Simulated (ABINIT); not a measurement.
# ZrB2 (P6/mmm) in ABINIT: settings compared

The runs below take ZrB2 through relaxation of cell and atoms, with PBE, PBE+D3, PBE+D3(BJ), PBE+D2.

All numbers are computed with ABINIT 10.8.3 (patched build); they aren't measurements. Logs are shortened: lines on timing, memory, paths and dates and some standing lists are left out, and cuts for length are marked. The log counts tension as positive stress, the text compression.

## 1. The crystal as given

The structure is hexagonal, space group P6/mmm (No. 191). Conventional cell: a = 3.170 Å, b = 3.170 Å, c = 3.533 Å, α = 90.00°, β = 90.00°, γ = 120.00°. Zr (site symmetry 6/mmm) is surrounded by 12 B at 2.54 Å. Around B (site symmetry -6m2) lie 3 B at 1.83 Å.

## 2. Relaxation of cell and atoms, PBE

File run.abi:

```
# Pseudopotentials
pp_dirpath "./"
pseudos "Zr.GGA_PBE-JTH.xml, B.GGA_PBE-JTH.xml"

# Structure
acell 3*1.0 Angstrom
rprim
     3.1700000000     0.0000000000     0.0000000000
    -1.5850000000     2.7453005300     0.0000000000
     0.0000000000     0.0000000000     3.5330000000
ntypat 2
znucl 40 5
natom 3
typat 1 2 2
xcart
     0.0000000000     0.0000000000     0.0000000000
     1.5850000002     0.9151001766     1.7665000000
    -0.0000000002     1.8302003534     1.7665000000 Angstrom
chkprim 0
chksymtnons 0
tolsym 1.0e-6

# Plane-wave basis
ecut 17.0
pawecutdg 34.0
pawxcdev 0
pawovlp -1

# k points
kptopt 1
ngkpt 10 10 8
nshiftk 1
shiftk 0.0 0.0 0.0

# Exchange and correlation
ixc 11

# Bands and occupations
nband 13
occopt 3
tsmear 0.05 eV

# SCF cycle
nstep 100
tolvrs 1.0e-9

# Output
iomode 3
prtwf 0
prtden 0
prteig 0
prtebands 0
enunit 2

# Relaxation
ionmov 22
ntime 60
tolmxf 0.0002
optcell 2
dilatmx 1.08
ecutsm 0.5
```

Potentials or basis: JTH PAW PBE v2.0.

Started as:

```
> abinit run.abi > log 2>&1
```

run.abo:

```text
.Version 10.8.3 of ABINIT
 Symmetries : space group P6/m m m (#191); Bravais hP (primitive hexag.)
================================================================================
 Values of the parameters that define the memory need of the present run
     intxc =       0    ionmov =      22      iscf =      17    lmnmax =      18
     lnmax =       6     mgfft =      30  mpssoang =       3    mqgrid =    3001
     natom =       3  nloc_mem =       2    nspden =       1   nspinor =       1
    nsppol =       1      nsym =      24    n1xccc =       1    ntypat =       2
    occopt =       3   xclevel =       2
       mpw =         898          nfft =       21870          nkpt =          70
 PAW method is used; the additional fine FFT grid is defined by:
   mgfftf=        40    nfftf =     51840
================================================================================
================================================================================

--------------------------------------------------------------------------------
------------- Echo of variables that govern the present computation ------------
--------------------------------------------------------------------------------
 -outvars: echo values of preprocessed input variables --------
            acell      1.8897261259E+00  1.8897261259E+00  1.8897261259E+00 Bohr
              amu      9.12240000E+01  1.08110000E+01
          chkprim           0
      chksymtnons           0
          dilatmx      1.08000000E+00
             ecut      1.70000000E+01 Hartree
           ecutsm      5.00000000E-01 Hartree
           enunit           2
           ionmov          22
                       outvar_i_n : Printing only first  50 k-points.
              ixc          11
                       outvar_i_n : Printing only first  50 k-points.
         kptrlatt       10    0    0      0   10    0      0    0    8
          kptrlen      5.34112192E+01
            natom           3
            nband          13
            ngfft          27      27      30
          ngfftdg          36      36      40
             nkpt          70
            nstep         100
             nsym          24
            ntime          60
           ntypat           2
                       prtocc : prtvol=0, do not print more k-points.
           occopt           3
          optcell           2
        pawecutdg      3.40000000E+01 Hartree
          pawovlp     -1.0000000000E+00
         pawxcdev           0
           prtden           0
        prtebands           0
           prteig           0
            prtwf           0
            rprim      3.1700000000E+00  0.0000000000E+00  0.0000000000E+00
                      -1.5850000000E+00  2.7453005300E+00  0.0000000000E+00
                       0.0000000000E+00  0.0000000000E+00  3.5330000000E+00
          spgroup         191
           tolmxf      2.00000000E-04
           tolsym      1.00000000E-06
           tolvrs      1.00000000E-09
[... 515 lines left out ...]
    2     -0.00000000000000     0.00000000000000    -0.00000000000000
    3      0.00000000000000    -0.00000000000000    -0.00000000000000
 frms,max,avg= 1.7581911E-28 2.9189414E-28   0.000E+00  0.000E+00  0.000E+00 e/A
 length scales=  5.990881536846  5.990881536851  6.699772874656 bohr
              =  3.170237980368  3.170237980371  3.545367121089 angstroms
 Fermi (or HOMO) energy (hartree) =   0.45551   Average Vxc (hartree)=  -0.45747
 Eigenvalues (hartree) for nkpt=  70  k points:
 kpt#   1, nband= 13, wtk=  0.00125, kpt=  0.0000  0.0000  0.0000 (reduced coord)
  -1.32990   -0.52799   -0.50783   -0.50783   -0.00886    0.36315    0.36315    0.36363
   0.37114    0.58300    0.58300    0.61035    0.61035
      occupation numbers for kpt#   1
   2.00000    2.00000    2.00000    2.00000    2.00000    2.00000    2.00000    2.00000
   2.00000    0.00000    0.00000    0.00000    0.00000
 prteigrs : prtvol=0 or 1, do not print more k-points.

 Fermi (or HOMO) energy (eV) =  12.39509   Average Vxc (eV)= -12.44830
 Eigenvalues (   eV  ) for nkpt=  70  k points:
 kpt#   1, nband= 13, wtk=  0.00125, kpt=  0.0000  0.0000  0.0000 (reduced coord)
 -36.18855  -14.36742  -13.81881  -13.81881   -0.24109    9.88183    9.88183    9.89476
  10.09919   15.86430   15.86430   16.60860   16.60860
 prteigrs : prtvol=0 or 1, do not print more k-points.

--- !EnergyTerms
iteration_state     : {dtset: 1, itime: 4, icycle: 1, }
comment             : Components of total free energy in Hartree
kinetic             :  1.57158875080423E+01
hartree             :  6.89092428316501E+00
xc                  : -9.11980891136545E+00
Ewald energy        : -4.82354992946272E+01
psp_core            :  2.07360375156565E+00
local_psp           : -3.21290020455153E+01
PAW spherical_terms :  1.14582094064350E+01
internal            : -5.33456853023000E+01
'-kT*entropy'       : -1.02345936305057E-04
total_energy        : -5.33457876482364E+01
total_energy_eV     : -1.45161283229224E+03
...

--- !EnergyTermsDC
iteration_state     : {dtset: 1, itime: 4, icycle: 1, }
comment             : '"Double-counting" decomposition of free energy'
band_energy         : -3.12780129690879E+00
Ewald energy        : -4.82354992946272E+01
psp_core            :  2.07360375156565E+00
xc_dc               : -5.38720473110985E+00
PAW spherical_terms :  1.33121727273170E+00
internal            : -5.33456842983485E+01
'-kT*entropy'       : -1.02345936305057E-04
total_energy_dc     : -5.33457866442848E+01
total_energy_dc_eV  : -1.45161280497333E+03
...

--- !EnergyTermsWithPAWCore
iteration_state     : {dtset: 1, itime: 4, icycle: 1, }
comment             : 'Components of total free energy, including PAW core contributions'
Total energy        : -3.64860987750289E+03
Total energy DC     : -3.64860987649894E+03
Total energy (eV)   : -9.92837326376325E+04
Total energy DC (eV): -9.92837326103136E+04
...

 Cartesian components of stress tensor (hartree/bohr^3)
  sigma(1 1)=  2.07810446E-07  sigma(3 2)=  0.00000000E+00
  sigma(2 2)=  2.07810421E-07  sigma(3 1)=  0.00000000E+00
  sigma(3 3)= -4.55506542E-09  sigma(2 1)=  0.00000000E+00

-Cartesian components of stress tensor (GPa)         [Pressure= -4.0313E-03 GPa]
- sigma(1 1)=  6.11399440E-03  sigma(3 2)=  0.00000000E+00
- sigma(2 2)=  6.11399368E-03  sigma(3 1)=  0.00000000E+00
- sigma(3 3)= -1.34014652E-04  sigma(2 1)=  0.00000000E+00

== END DATASET(S) ==============================================================
================================================================================

 -outvars: echo values of variables after computation  --------
            acell      5.9908815368E+00  5.9908815369E+00  6.6997728747E+00 Bohr
           etotal     -5.3345786644E+01
            fcart     -4.6818464977E-31  8.1091960072E-31 -0.0000000000E+00
                      -4.6818464977E-30  4.8655176043E-30 -0.0000000000E+00
                       5.1500311474E-30 -5.6764372050E-30 -0.0000000000E+00
            rprim      1.0000000000E+00  0.0000000000E+00  0.0000000000E+00
                      -5.0000000000E-01  8.6602540378E-01  0.0000000000E+00
                       0.0000000000E+00  0.0000000000E+00  1.0000000000E+00
           strten      2.0781044563E-07  2.0781042148E-07 -4.5550654238E-09
                       0.0000000000E+00  0.0000000000E+00  0.0000000000E+00
           xangst      3.0016486690E-31 -5.1990080012E-31  0.0000000000E+00
                       1.5851189902E+00  9.1516887568E-01  1.7726835605E+00
                      -5.8661186656E-17  1.8303377514E+00  1.7726835605E+00
             xred      0.0000000000E+00 -1.8936424884E-31  0.0000000000E+00
                       6.6666666667E-01  3.3333333333E-01  5.0000000000E-01
                       3.3333333333E-01  6.6666666667E-01  5.0000000000E-01
 Calculation completed.
```

Wall time 80 s (1 thread of Arm Neoverse V1, shared host); peak memory 0.12 GiB.

Results:

```yaml
Free_energy: -1451.6128 eV
Relaxed_volume: 10.29 Å³/atom
Relaxed_cell: a = 3.170 Å, b = 3.170 Å, c = 3.545 Å, α = 90.00°, β = 90.00°, γ = 120.00°
Space_group_after_relaxing_to_0.05_Å: P6/mmm (No. 191)
Energy_gained_by_relaxing: 0.2 meV/atom
Ionic_steps: 4
Pressure_after_relaxing: 0.0 GPa
Band_gap_on_the_k_mesh: none (metal or under the smearing width)
Valence_electrons_inside_the_program's_atomic_spheres: Zr 9.12; B 1.82
```

Step by step:
```
step  energy change (eV)  largest force (eV/Å)  pressure (GPa)  volume (Å³)
   1              0.0000                0.0000            0.82        30.75
   2             -0.0004                0.0000            0.23        30.82
   3             -0.0005                0.0000           -0.05        30.86
   4             -0.0005                0.0000            0.00        30.86
```

Final structure:
```
Zr B
1.0
     3.17024    0.00000    0.00000
    -1.58512    2.74551    0.00000
     0.00000    0.00000    3.54537
Zr B
1 2
Direct
  0.00000 0.00000 0.00000
  0.66667 0.33333 0.50000
  0.33333 0.66667 0.50000
```

## 3. Relaxation of cell and atoms, PBE+D3

run.abi, as its differences from that of step 2:

```diff
@@ -36,2 +36,3 @@
 ixc 11
+vdw_xc 6
```

Potentials or basis: JTH PAW PBE v2.0.

Started as:

```
> abinit run.abi > log 2>&1
```

run.abo:

```text
.Version 10.8.3 of ABINIT
 Symmetries : space group P6/m m m (#191); Bravais hP (primitive hexag.)
================================================================================
 Values of the parameters that define the memory need of the present run
     intxc =       0    ionmov =      22      iscf =      17    lmnmax =      18
     lnmax =       6     mgfft =      30  mpssoang =       3    mqgrid =    3001
     natom =       3  nloc_mem =       2    nspden =       1   nspinor =       1
    nsppol =       1      nsym =      24    n1xccc =       1    ntypat =       2
    occopt =       3   xclevel =       2
       mpw =         898          nfft =       21870          nkpt =          70
 PAW method is used; the additional fine FFT grid is defined by:
   mgfftf=        40    nfftf =     51840
================================================================================
================================================================================

--------------------------------------------------------------------------------
------------- Echo of variables that govern the present computation ------------
--------------------------------------------------------------------------------
 -outvars: echo values of preprocessed input variables --------
            acell      1.8897261259E+00  1.8897261259E+00  1.8897261259E+00 Bohr
              amu      9.12240000E+01  1.08110000E+01
          chkprim           0
      chksymtnons           0
          dilatmx      1.08000000E+00
             ecut      1.70000000E+01 Hartree
           ecutsm      5.00000000E-01 Hartree
           enunit           2
           ionmov          22
[... 706 lines left out ...]
Total energy        : -3.64864056118249E+03
Total energy DC     : -3.64864056168808E+03
Total energy (eV)   : -9.92845675830895E+04
Total energy DC (eV): -9.92845675968474E+04
...

 Cartesian components of stress tensor (hartree/bohr^3)
  sigma(1 1)= -4.43502977E-08  sigma(3 2)=  0.00000000E+00
  sigma(2 2)= -4.43503229E-08  sigma(3 1)=  0.00000000E+00
  sigma(3 3)= -4.21224083E-08  sigma(2 1)=  0.00000000E+00

-Cartesian components of stress tensor (GPa)         [Pressure=  1.2830E-03 GPa]
- sigma(1 1)= -1.30483081E-03  sigma(3 2)=  0.00000000E+00
- sigma(2 2)= -1.30483155E-03  sigma(3 1)=  0.00000000E+00
- sigma(3 3)= -1.23928404E-03  sigma(2 1)=  0.00000000E+00

== END DATASET(S) ==============================================================
================================================================================

 -outvars: echo values of variables after computation  --------
            acell      5.9510950226E+00  5.9510950226E+00  6.6503296000E+00 Bohr
           etotal     -5.3376471833E+01
            fcart      4.7131473510E-31  2.7211368918E-31 -0.0000000000E+00
                       4.7131473510E-31  3.5374779594E-30 -0.0000000000E+00
                      -9.4262947020E-31 -3.8095916485E-30 -0.0000000000E+00
            rprim      1.0000000000E+00  0.0000000000E+00  0.0000000000E+00
                      -5.0000000000E-01  8.6602540378E-01  0.0000000000E+00
                       0.0000000000E+00  0.0000000000E+00  1.0000000000E+00
           strten     -4.4350297703E-08 -4.4350322878E-08 -4.2122408252E-08
                       0.0000000000E+00  0.0000000000E+00  0.0000000000E+00
           xangst      1.5958962198E-29  3.9417183153E-30  0.0000000000E+00
                       1.5745919319E+00  9.0909107573E-01  1.7596014335E+00
                      -5.8271607238E-17  1.8181821515E+00  1.7596014335E+00
             xred      5.7902984130E-30  1.4452964507E-30  0.0000000000E+00
                       6.6666666667E-01  3.3333333333E-01  5.0000000000E-01
                       3.3333333333E-01  6.6666666667E-01  5.0000000000E-01
 Calculation completed.
```

Run time: 98 s. Hardware: 1 thread of Arm Neoverse V1, shared host; peak memory 0.13 GiB.

What came out:

```
Free energy                                           : -1452.4478 eV
Relaxed volume                                        : 10.08 Å³/atom
Relaxed cell                                          : a = 3.149 Å, b = 3.149 Å, c = 3.519 Å, α = 90.00°, β = 90.00°, γ = 120.00°
Space group after relaxing (to 0.05 Å)                : P6/mmm (No. 191)
Energy gained by relaxing                             : 2.4 meV/atom
Ionic steps                                           : 5
Pressure after relaxing                               : 0.0 GPa
Band gap on the k mesh                                : none (metal or under the smearing width)
Valence electrons inside the program's atomic spheres : Zr 9.15; B 1.82
```

Step by step:
```tsv
step	energy change (eV)	largest force (eV/Å)	pressure (GPa)	volume (Å³)
1	0.0000	0.0000	-4.22	30.75
2	-0.0067	0.0000	-1.06	30.35
3	-0.0072	0.0000	0.03	30.22
4	-0.0072	0.0000	0.01	30.22
5	-0.0072	0.0000	0.00	30.23
```

Final structure:
```
CELL_PARAMETERS angstrom
3.14918 0.00000 0.00000
-1.57459 2.72727 0.00000
0.00000 0.00000 3.51920
ATOMIC_POSITIONS crystal
Zr 0.00000 0.00000 0.00000
B 0.66667 0.33333 0.50000
B 0.33333 0.66667 0.50000
```

Caveat: pairwise dispersion overbinds metals, which lowers pressure and volume.

## 4. Relaxation of cell and atoms, PBE+D3(BJ)

run.abi, as its differences from that of step 3:

```diff
@@ -36,3 +36,3 @@
 ixc 11
-vdw_xc 6
+vdw_xc 7
```

Started as:

```
> abinit run.abi > log 2>&1
```

Run time: 83 s. Hardware: 1 thread of Arm Neoverse V1, shared host; peak memory 0.13 GiB.

Results (log left out):

| Item | Value |
| --- | --- |
| Free energy | -1452.7942 eV |
| Relaxed volume | 10.02 Å³/atom |
| Relaxed cell | a = 3.144 Å, b = 3.144 Å, c = 3.512 Å, α = 90.00°, β = 90.00°, γ = 120.00° |
| Space group after relaxing (to 0.05 Å) | P6/mmm (No. 191) |
| Energy gained by relaxing | 4.0 meV/atom |
| Ionic steps | 4 |
| Pressure after relaxing | 0.0 GPa |
| Band gap on the k mesh | none (metal or under the smearing width) |
| Valence electrons inside the program's atomic spheres | Zr 9.15; B 1.83 |

The path:
```tsv
step	energy change (eV)	largest force (eV/Å)	pressure (GPa)	volume (Å³)
1	0.0000	0.0000	-5.40	30.75
2	-0.0111	0.0000	-1.45	30.24
3	-0.0119	0.0000	0.05	30.06
4	-0.0119	0.0000	0.01	30.07
```

Final structure:
```xyz
3
Lattice="3.1439 0.0000 0.0000 -1.5719 2.7227 0.0000 0.0000 0.0000 3.5124" Properties=species:S:1:pos:R:3 pbc="T T T"
Zr    0.0000    0.0000    0.0000
B     1.5719    0.9076    1.7562
B     0.0000    1.8151    1.7562
```

Levels at points of the mesh, in eV from the Fermi level:
| k point | band 6 | band 7 | band 8 | band 9 | band 10 | band 11 | band 12 | band 13 |
| --- | --- | --- | --- | --- | --- | --- | --- | --- |
| (0.00, 0.00, 0.00) | -2.57 | -2.57 | -2.55 | -2.27 | 3.59 | 3.59 | 4.36 | 4.36 |
| (0.50, 0.00, 0.00) | -8.43 | -3.90 | -2.99 | -2.65 | 2.35 | 2.46 | 5.18 | 5.24 |
| (0.00, 0.00, 0.50) | -6.94 | -0.87 | -0.87 | 0.45 | 0.45 | 0.89 | 0.89 | 1.94 |
| (0.50, 0.00, 0.50) | -6.94 | -4.59 | -4.11 | -1.87 | 3.92 | 4.30 | 5.56 | 6.50 |

Caveat: pairwise dispersion overbinds metals, which lowers pressure and volume.

## 5. Relaxation of cell and atoms, PBE+D2

run.abi, as its differences from that of step 4:

```diff
@@ -36,3 +36,3 @@
 ixc 11
-vdw_xc 7
+vdw_xc 5
```

Started as:

```
> abinit run.abi > log 2>&1
```

Wall time 1.7 min (1 thread of Arm Neoverse V1, shared host); peak memory 0.12 GiB.

It converged, with:

* Free energy: -1452.8196 eV
* Relaxed volume: 10.07 Å³/atom
* Relaxed cell: a = 3.160 Å, b = 3.160 Å, c = 3.495 Å, α = 90.00°, β = 90.00°, γ = 120.00°
* Space group after relaxing (to 0.05 Å): P6/mmm (No. 191)
* Energy gained by relaxing: 2.5 meV/atom
* Ionic steps: 5
* Pressure after relaxing: 0.0 GPa
* Band gap on the k mesh: none (metal or under the smearing width)
* Valence electrons inside the program's atomic spheres: Zr 9.15; B 1.82

Step by step:
```tsv
step	energy change (eV)	largest force (eV/Å)	pressure (GPa)	volume (Å³)
1	0.0000	0.0000	-3.93	30.75
2	-0.0065	0.0000	-1.15	30.38
3	-0.0075	0.0000	0.12	30.21
4	-0.0076	0.0000	0.07	30.22
5	-0.0076	0.0000	0.00	30.22
```

Final structure:
```yaml
crystal:
  lattice:
    - [3.15978, 0.00000, 0.00000]
    - [-1.57989, 2.73645, 0.00000]
    - [0.00000, 0.00000, 3.49545]
  atoms:
    - { symbol: Zr, position: [0.00000, 0.00000, 0.00000] }
    - { symbol: B, position: [0.66667, 0.33333, 0.50000] }
    - { symbol: B, position: [0.33333, 0.66667, 0.50000] }
```

Levels at points of the mesh, in eV from the Fermi level:
```tsv
k point	band 5	band 6	band 7	band 8	band 9	band 10	band 11	band 12	band 13
(0.00, 0.00, 0.00)	-12.71	-2.62	-2.62	-2.51	-2.19	3.57	3.57	4.42	4.42
(0.50, 0.00, 0.00)	-8.95	-8.43	-3.82	-3.00	-2.64	2.38	2.46	5.07	5.21
(0.00, 0.00, 0.50)	-10.59	-6.92	-0.91	-0.91	0.36	0.36	0.88	0.88	2.09
(0.50, 0.00, 0.50)	-9.92	-6.90	-4.61	-4.10	-1.89	4.01	4.23	5.47	6.58
```

Caveat: pairwise dispersion overbinds metals, which lowers pressure and volume.

## 6. Summary

| level | gap on the mesh (eV) | pressure (GPa) | relaxed volume (Å³/atom) |
| --- | --- | --- | --- |
| PBE | none | 0.0 | 10.29 |
| PBE+D3 | none | 0.0 | 10.08 |
| PBE+D3(BJ) | none | 0.0 | 10.02 |
| PBE+D2 | none | 0.0 | 10.07 |

Alike in all rows: task relaxation of cell and atoms; potentials or basis JTH PAW PBE v2.0; no spin polarisation; cell relaxed; k mesh 10 × 10 × 8; cutoff (eV) 463; smearing fermi-dirac 0.05 eV.

Caveats: pairwise dispersion overbinds metals, which lowers pressure and volume (some runs).

Total energies depend on the potentials used, so only differences within one code and one set of settings carry meaning.
